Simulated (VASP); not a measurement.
# W (Fm-3m) in VASP: further runs

Runs on W. Level: PBE. Tasks: single point.

Program: VASP 6.6.1. These are calculated values, not measurements. Logs are shortened: lines on timing, memory, paths and dates and some standing lists are left out, and cuts for length are marked.

### Step 1. Starting point

It takes space group Fm-3m (No. 225, cubic). Conventional cell: a = 4.060 Å, b = 4.060 Å, c = 4.060 Å, α = 90.00°, β = 90.00°, γ = 90.00°. W (site symmetry m-3m) has 12 W at 2.87 Å as nearest neighbours.

This isn't the form of W at room conditions, which is bcc.

### Step 2. Single point, PBE (clean slab, lower half held)

The input, INCAR:

```
  ALGO = Normal
  DIPOL = 0.5 0.5 0.497
  EDIFF = 1E-6
  ENCUT = 520
  GGA = PE
  IDIPOL = 3
  ISIF = 2
  ISMEAR = 0
  LASPH = T
  LCHARG = F
  LDIPOL = T
  LREAL = F
  LWAVE = F
  NBANDS = 28
  NELM = 60
  PREC = Accurate
  SIGMA = 0.1
```

The input, KPOINTS:

```
k-points
0
Gamma
  10 10 1
```

The input, POSCAR:

```
W
1.0
    2.8545944806      0.0000000000      0.0000000000
    0.0000000000      2.8545944806      0.0000000000
    0.0000000000      0.0000000000     18.0370062296
W
3
Direct
    0.5000000000      0.5000000000      0.3880910119
    0.0000000000      0.0000000000      0.4973871421
    0.5000000000      0.5000000000      0.6067428994
```

Potentials or basis: VASP PAW PBE potentials, release 64 (W_sv).

On the command line:

```sh
> cat potpaw_PBE.64/W_sv/POTCAR > POTCAR
> mpirun -np 1 vasp_std > vasp.out
```

OUTCAR:

```text
EDIFF = 1E-6
   ENCUT = 520
   GGA = PE
   ISIF = 2
   ISMEAR = 0
   LASPH = T
   LREAL = F
   NELM = 60
   PREC = Accurate

 ion  position               nearest neighbor table
   1  0.500  0.500  0.388-   2 2.82   2 2.82   2 2.82   2 2.82
   2  0.000  0.000  0.497-   1 2.82   1 2.82   1 2.82   1 2.82   3 2.82   3 2.82   3 2.82   3 2.82

   3  0.500  0.500  0.607-   2 2.82   2 2.82   2 2.82   2 2.82

  LATTYP: Found a simple tetragonal cell.
 ALAT       =     2.8545944806
 C/A-ratio  =     6.3185879298

  Lattice vectors:

 A1 = (   2.8545944806,   0.0000000000,   0.0000000000)
 A2 = (   0.0000000000,   2.8545944806,   0.0000000000)
 A3 = (   0.0000000000,   0.0000000000,  18.0370062296)

Analysis of symmetry for initial positions (statically):
=====================================================================
 Subroutine PRICEL returns:
 Original cell was already a primitive cell.

 Routine SETGRP: Setting up the symmetry group for a
 simple tetragonal supercell.

 Subroutine GETGRP returns: Found  8 space group operations
 (whereof  8 operations were pure point group operations)
 out of a pool of 16 trial point group operations.

The static configuration has the point symmetry C_4v.

Analysis of symmetry for dynamics (positions and initial velocities):
=====================================================================
 Subroutine PRICEL returns:
 Original cell was already a primitive cell.

 Routine SETGRP: Setting up the symmetry group for a
 simple tetragonal supercell.

 Subroutine GETGRP returns: Found  8 space group operations
 (whereof  8 operations were pure point group operations)
 out of a pool of 16 trial point group operations.

The dynamic configuration has the point symmetry C_4v.

 Subroutine INISYM returns: Found  8 space group operations
 (whereof  8 operations are pure point group operations),
 and found     1 'primitive' translations

----------------------------------------------------------------------------------------

                                     Primitive cell

  volume of cell :     146.9783

  direct lattice vectors                    reciprocal lattice vectors
     2.854594481  0.000000000  0.000000000     0.350312455  0.000000000  0.000000000
     0.000000000  2.854594481  0.000000000     0.000000000  0.350312455  0.000000000
     0.000000000  0.000000000 18.037006230     0.000000000  0.000000000  0.055441573

  length of vectors
     2.854594481  2.854594481 18.037006230     0.350312455  0.350312455  0.055441573

  position of ions in fractional coordinates (direct lattice)
     0.500000000  0.500000000  0.388091012
     0.000000000  0.000000000  0.497387142
     0.500000000  0.500000000  0.606742899

  ion indices of the primitive-cell ions
   primitive index   ion index
                 1           1
                 2           2
                 3           3

----------------------------------------------------------------------------------------

 KPOINTS: k-points

Automatic generation of k-mesh.
 Grid dimensions read from file:
 generate k-points for:   10   10    1

 Generating k-lattice:

  Cartesian coordinates                     Fractional coordinates (reciprocal lattice)
     0.035031245  0.000000000  0.000000000     0.100000000  0.000000000  0.000000000
     0.000000000  0.035031245  0.000000000     0.000000000  0.100000000  0.000000000
     0.000000000  0.000000000  0.055441573     0.000000000  0.000000000  1.000000000

  Length of vectors
     0.035031245  0.035031245  0.055441573

  Shift w.r.t. Gamma in fractional coordinates (k-lattice)
     0.000000000  0.000000000  0.000000000

 Subroutine IBZKPT returns following result:
 ===========================================

 Found     21 irreducible k-points:

 Following reciprocal coordinates:
            Coordinates               Weight
  0.000000  0.000000  0.000000      1.000000
  0.100000  0.000000  0.000000      4.000000
  0.200000  0.000000  0.000000      4.000000
  0.300000  0.000000  0.000000      4.000000
  0.400000  0.000000  0.000000      4.000000
  0.500000  0.000000  0.000000      2.000000
[... 13 lines left out ...]
  0.500000  0.400000  0.000000      4.000000
  0.500000  0.500000  0.000000      1.000000
   k-points           NKPTS =     21   k-points in BZ     NKDIM =     21   number of bands    NBANDS=     28
   number of dos      NEDOS =    301   number of ions     NIONS =      3
   total plane-waves  NPLWV =  80640
   dimension x,y,z NGX =    24 NGY =   24 NGZ =  140
   dimension x,y,z NGXF=    48 NGYF=   48 NGZF=  280
   ions per type =               3
   NGX,Y,Z   is equivalent  to a cutoff of  13.98, 13.98, 12.90 a.u.
   NGXF,Y,Z  is equivalent  to a cutoff of  27.95, 27.95, 25.81 a.u.
 SYSTEM =  unknown system
   PREC   = accura    normal or accurate (medium, high low for compatibility)
   ISTART =      0    job   : 0-new  1-cont  2-samecut
   ICHARG =      2    charge: 1-file 2-atom 10-const
   ISPIN  =      1    spin polarized calculation?
   LNONCOLLINEAR =      F non collinear calculations
   LSORBIT =      F    spin-orbit coupling
   LASPH  =      T    aspherical Exc in radial PAW
   ENCUT  =  520.0 eV  38.22 Ry    6.18 a.u.   5.31  5.31 33.54*2*pi/ulx,y,z
   NELM   =     60;   NELMIN=  2; NELMDL= -5     # of ELM steps
   EDIFF  = 0.1E-05   stopping-criterion for ELM
   LREAL  =      F    real-space projection
   EDIFFG = 0.1E-04   stopping-criterion for IOM
   NSW    =      0    number of steps for IOM
   IBRION =     -1    ionic relax: 0-MD 1-quasi-New 2-CG
   NFREE  =      0    steps in history (QN), initial steepest desc. (CG)
   ISIF   =      2    stress and relaxation
   ISYM   =      2    0-nonsym 1-usesym 2-fastsym
   POTIM  = 0.5000    time-step for ionic-motion
   TEBEG  =    0.0;   TEEND  =   0.0 temperature during run
   PSTRESS=    0.0 pullay stress
   NELECT =      42.0000    total number of electrons
   NUPDOWN=      -1.0000    fix difference up-down
   EMIN   =  10.00;   EMAX   =-10.00  energy-range for DOS
   EFERMI =   0.00;   METHOD = LEGACY
   ISMEAR =     0;   SIGMA  =   0.10  broadening in eV -4-tet -1-fermi 0-gaus
   EFERMI_NEDOS =   21; number of points for ismear=-14 and -15
   IALGO  =     38    algorithm
   IMIX   =      4    mixing-type and parameters
     AMIX     =   0.40;   BMIX     =  1.00
     AMIX_MAG =   1.60;   BMIX_MAG =  1.00
  volume/ion in A,a.u.               =      48.99       330.62
  Fermi-wavevector in a.u.,A,eV,Ry     =   1.078301  2.037694 15.819955  1.162734
  Thomas-Fermi vector in A             =   2.214236
   LORBIT       =      0    0 simple, 1 ext, 2 COOP (PROOUT), +10 PAW based schemes
   GGA     = PE    functional components
   LHFCALC =     F    Hartree Fock is set to
   AEXX    =    0.0000 exact exchange contribution
   IVDW    =     0    specifies the selected vdW correction
   LEPSILON=     F    determine dielectric tensor
   LRPA    =     F    only Hartree local field effects (RPA)
 non-spin polarized calculation
 Gauss-broadening in eV      SIGMA  =   0.10
  energy-cutoff  :      520.00
  volume of cell :      146.98
 maximum number of plane-waves:      4024
 NGX is ok and might be reduce to    24

 dipolmoment           0.000000      0.000000     -0.000003 electrons x Angstroem

 number of electron      41.9999997 magnetization

 dipolmoment           0.000000      0.000000      0.000093 electrons x Angstroem

 Free energy of the ion-electron system (eV)
  ---------------------------------------------------
  ext. energy  EPLUGINS =         0.00000000
  ---------------------------------------------------
  free energy    TOTEN  =       -34.03130192 eV

  energy without entropy =      -33.99922771  energy(sigma->0) =      -34.01526481

 E-fermi :   0.6505     XC(G=0):  -5.7278

 val. band max:        0.6403559719   @ k =   0.3000   0.0000   0.0000
 cond. band min:       0.6599898074   @ k =   0.3000   0.1000   0.0000
 fundamental gap:      0.0196338355
 Fermi energy:         0.6505478625

 k-point     1 :       0.0000    0.0000    0.0000
  band No.  band energies     occupation
      1     -73.1903      2.00000
      2     -73.1654      2.00000
      3     -73.0353      2.00000
      4     -37.8108      2.00000
      5     -37.4928      2.00000
      6     -37.1568      2.00000
[... 20 lines left out ...]
     27       3.3527      0.00000
     28       4.3361      0.00000

 k-point     2 :       0.1000    0.0000    0.0000
  band No.  band energies     occupation
      1     -73.1850      2.00000
      2     -73.1621      2.00000
      3     -73.0340      2.00000
      4     -37.7935      2.00000
      5     -37.5164      2.00000
      6     -37.1905      2.00000
[... 20 lines left out ...]
     27       3.3677      0.00000
     28       3.8085      0.00000

 k-point     3 :       0.2000    0.0000    0.0000
  band No.  band energies     occupation
      1     -73.1708      2.00000
      2     -73.1534      2.00000
      3     -73.0307      2.00000
      4     -37.7526      2.00000
      5     -37.5972      2.00000
      6     -37.2921      2.00000
[... 20 lines left out ...]
     27       3.1021      0.00000
     28       3.8481      0.00000

 k-point     4 :       0.3000    0.0000    0.0000
  band No.  band energies     occupation
      1     -73.1525      2.00000
      2     -73.1426      2.00000
      3     -73.0273      2.00000
      4     -37.7357      2.00000
      5     -37.7224      2.00000
      6     -37.4246      2.00000
[... 485 lines left out ...]
     27       5.1242      0.00000
     28       5.4571      0.00000

 k-point    20 :       0.5000    0.4000    0.0000
  band No.  band energies     occupation
      1     -73.1004      2.00000
      2     -73.0992      2.00000
      3     -72.9933      2.00000
      4     -37.7671      2.00000
      5     -37.7507      2.00000
      6     -37.5754      2.00000
[... 20 lines left out ...]
     27       5.7976      0.00000
     28       6.4594      0.00000

 k-point    21 :       0.5000    0.5000    0.0000
  band No.  band energies     occupation
      1     -73.0972      2.00000
      2     -73.0960      2.00000
      3     -72.9900      2.00000
      4     -37.7835      2.00000
      5     -37.7835      2.00000
      6     -37.5346      2.00000
[... 20 lines left out ...]
     27       6.2884      0.00000
     28       6.3163      0.00000

------------------------ aborting loop because EDIFF is reached ----------------------------------------

 vacuum level on the upper side and lower side of the slab       (xc-potential included)        -0.200        -0.203

  FORCE on cell =-STRESS in cart. coord.  units (eV):
  Direction    XX          YY          ZZ          XY          YZ          ZX
  --------------------------------------------------------------------------------------
  -------------------------------------------------------------------------------------
  Total       -6.8417795     -6.8417795      0.1135052      0.0000000      0.0000000      0.0000000
  in kB      -74.5806835    -74.5806835      1.2372945      0.0000000      0.0000000      0.0000000
  external PRESSURE =     -49.3080242 kB  Pullay stress =       0.0000000 kB

 VOLUME and BASIS-vectors are now :
 -----------------------------------------------------------------------------
  energy-cutoff  :      520.00
  volume of cell :      146.98
      direct lattice vectors                 reciprocal lattice vectors
     2.854594481  0.000000000  0.000000000     0.350312455  0.000000000  0.000000000
     0.000000000  2.854594481  0.000000000     0.000000000  0.350312455  0.000000000
     0.000000000  0.000000000 18.037006230     0.000000000  0.000000000  0.055441573

 POSITION                                       TOTAL-FORCE (eV/Angst)
 -----------------------------------------------------------------------------------
      1.42730      1.42730      7.00000         0.000000      0.000000     -0.039590
      0.00000      0.00000      8.97137         0.000000      0.000000      0.005164
      1.42730      1.42730     10.94383         0.000000     -0.000000      0.034426
 -----------------------------------------------------------------------------------
    total drift:                                0.000000      0.000000      0.000007

  FREE ENERGIE OF THE ION-ELECTRON SYSTEM (eV)
  ---------------------------------------------------
  free  energy   TOTEN  =       -34.0313019171 eV

  energy  without entropy=      -33.9992277113  energy(sigma->0) =      -34.01526481

 vacuum level on the upper side and lower side of the slab         5.077         5.074
```

Run time: 2 min. Hardware: 1 thread of Intel Xeon Platinum 8559C (Emerald Rapids), shared host; peak memory 0.27 GiB.

Results:

```
Free energy            : -34.0313 eV
Largest force          : 0.040 eV/Å
Band gap on the k mesh : none (metal or under the smearing width)
```

Forces in eV/Å, atoms in the order of the input:
```
W    0.000  0.000 -0.040
W    0.000  0.000  0.005
W    0.000  0.000  0.034
```

Levels at points of the mesh, in eV from the Fermi level:
| k point | band 18 | band 19 | band 20 | band 21 | band 22 | band 23 | band 24 | band 25 |
| --- | --- | --- | --- | --- | --- | --- | --- | --- |
| (0.00, 0.00, 0.00) | -1.20 | -0.81 | -0.52 | -0.11 | -0.11 | 1.72 | 1.77 | 1.77 |
| (0.50, 0.00, 0.00) | -1.39 | -0.90 | -0.44 | -0.37 | -0.30 | 0.89 | 1.04 | 1.93 |
| (0.50, 0.50, 0.00) | -1.58 | -1.58 | 1.25 | 2.02 | 2.02 | 3.15 | 3.40 | 4.38 |

### Step 3. Single point, PBE

This run uses another cell than the first one: it holds 1 atom, not 3.

The input, INCAR:

```
SYSTEM = W
ALGO = Fast
EDIFF = 1E-7
ENCUT = 520
GGA = PE
ISIF = 2
ISMEAR = 0
LASPH = .TRUE.
LCHARG = .FALSE.
LREAL = .FALSE.
LWAVE = .FALSE.
NBANDS = 13
NELM = 60
PREC = Accurate
SIGMA = 0.1
```

The input, KPOINTS:

```
k-points
0
G
  8 8 8
  0 0 0
```

The input, POSCAR:

```
W
1.0
    0.0000000000      2.0300000000      2.0300000000
    2.0300000000      0.0000000000      2.0300000000
    2.0300000000      2.0300000000      0.0000000000
W
1
Direct
    0.0000000000      0.0000000000      0.0000000000
```

Potentials or basis: VASP PAW PBE potentials, release 64 (W_sv).

On the command line:

```sh
> cat potpaw_PBE.64/W_sv/POTCAR > POTCAR
> mpirun -np 1 vasp_std > vasp.out
```

It used 6.7 s of CPU time on 1 thread of Intel(R) Xeon(R) Platinum 8559C (Emerald Rapids), with other jobs on the host, which was overloaded at the time.

The run converged. Its results:

| Item | Value |
| --- | --- |
| Free energy | -12.4840 eV |
| Pressure | -3.9 GPa |
| Band gap on the k mesh | none (metal or under the smearing width) |

Levels at points of the mesh, in eV from the Fermi level:
| k point | band 4 | band 5 | band 6 | band 7 | band 8 | band 9 | band 10 | band 11 |
| --- | --- | --- | --- | --- | --- | --- | --- | --- |
| (0.00, 0.00, 0.00) | -37.32 | -8.82 | -0.48 | -0.48 | -0.48 | 2.56 | 2.56 | 12.83 |
| (0.50, 0.00, 0.00) | -37.46 | -5.44 | -0.69 | -0.69 | 0.65 | 4.97 | 4.97 | 10.06 |
| (0.50, 0.50, 0.00) | -37.71 | -5.28 | -4.34 | 3.01 | 4.93 | 5.67 | 5.67 | 11.64 |

### Step 4. Single point, PBE (the clean substrate in the cell of the map)

The input, INCAR:

```
SYSTEM = W
ALGO = Fast
DIPOL = 0.5 0.5 0.293
EDIFF = 1E-7
ENCUT = 520
GGA = PE
IDIPOL = 3
ISIF = 2
ISMEAR = 0
LASPH = .TRUE.
LCHARG = .TRUE.
LDIPOL = .TRUE.
LELF = .TRUE.
LREAL = .FALSE.
LVACPOTAV = .TRUE.
LVHAR = .TRUE.
LWAVE = .FALSE.
NBANDS = 28
NELM = 80
PREC = Accurate
SIGMA = 0.1
```

The input, KPOINTS:

```
k-points
0
G
  9 9 1
  0 0 0
```

The input, POSCAR:

```
W
1.0
    2.8545944806      0.0000000000      0.0000000000
   -1.4272972403      2.4721513377      0.0000000000
    0.0000000000      0.0000000000     21.6971108210
W
3
Direct
    0.6666666667      0.3333333333      0.1843563428
    0.3333333333      0.6666666667      0.2926027619
    0.0000000000      0.0000000000      0.4008418859
```

On the command line:

```sh
> cat potpaw_PBE.64/W_sv/POTCAR > POTCAR
> mpirun -np 1 vasp_std > vasp.out
```

Wall time 3.4 min (1 thread of AMD EPYC 7R43 (Zen 3), shared host); peak memory 0.25 GiB.

It converged, with:

| Property | Result |
| --- | --- |
| Free energy | -35.0139 eV |
| Largest force | 0.114 eV/Å |
| Band gap on the k mesh | none (metal or under the smearing width) |
| Work function of the upper face | 4.93 eV |
| Work function of the lower face | 4.95 eV |

Forces on the atoms (eV/Å):
```
W    0.000  0.000 -0.114
W    0.000  0.000  0.000
W    0.000  0.000  0.114
```

Levels at points of the mesh, in eV from the Fermi level:
```csv
k point,band 18,band 19,band 20,band 21,band 22,band 23,band 24,band 25
"(0.00, 0.00, 0.00)",-0.51,-0.51,-0.41,-0.13,-0.13,0.11,0.11,0.53
```

(Part 1 of 2 ends here.)
